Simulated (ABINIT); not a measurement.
Wanted: the native input for an ABINIT 10.8.3 (patched build) run.

| Quantity | Value |
| --- | --- |
| Task | equation of state |
| Functional | PBE |
| Potentials or basis | Ansatz NC PBE |
| Cutoff | 1116 eV |
| k mesh | 13 × 13 × 13 |
| Occupations | fermi-dirac, width 0.05 eV |
| Spin | no spin polarisation |

The system is C.

```xyz
2
Lattice="0.0000 1.7834 1.7834 1.7834 0.0000 1.7834 1.7834 1.7834 0.0000" Properties=species:S:1:pos:R:3 pbc="T T T"
C     2.6751    2.6751    2.6751
C     1.7834    1.7834    1.7834
```

This isn't the form of C at room conditions, which is graphite.

The input as run:

run.abi

```
# Datasets: one volume each
ndtset 7
getwfk -1
scalecart1 3*0.9795861087
scalecart2 3*0.9864848297
scalecart3 3*0.9932883884
scalecart4 3*1.0000000000
scalecart5 3*1.0066227096
scalecart6 3*1.0131594038
scalecart7 3*1.0196128224

# Pseudopotentials
pp_dirpath "./"
pseudos "C.upf"

# Structure
acell 2.5220660407 2.5220660407 2.5220660407 Angstrom
rprim
     0.0000000000     0.7071067812     0.7071067812
     0.7071067812     0.0000000000     0.7071067812
     0.7071067812     0.7071067812     0.0000000000
ntypat 1
znucl 6
natom 2
typat 1 1
xred
     0.7500000000     0.7500000000     0.7500000000
     0.5000000000     0.5000000000     0.5000000000

# Plane-wave basis
ecut 1115.666836 eV

# k points
kptopt 1
ngkpt 13 13 13
nshiftk 1
shiftk 0.0 0.0 0.0

# Exchange and correlation
ixc 11

# Bands and occupations
nband 8
occopt 3
tsmear 0.05 eV

# SCF cycle
nstep 100
tolvrs 1.0e-10

# Output
iomode 3
prtwf 1
prtden 0
prteig 0
prtebands 0
enunit 1
```

Potentials or basis: Ansatz NC PBE.

Launch:

```bash
$ abinit run.abi > log 2>&1
```

It gave:

```json
{"Equilibrium volume": "5.69 Å³/atom", "Bulk modulus": "434 GPa", "Pressure derivative of the bulk modulus": "3.7"}
```

Caveat: pressures at fixed basis lie under the slope of the energies.

It took 66 s on 1 thread of Arm Neoverse V2, with other jobs on the host, peak memory 0.1 GiB.
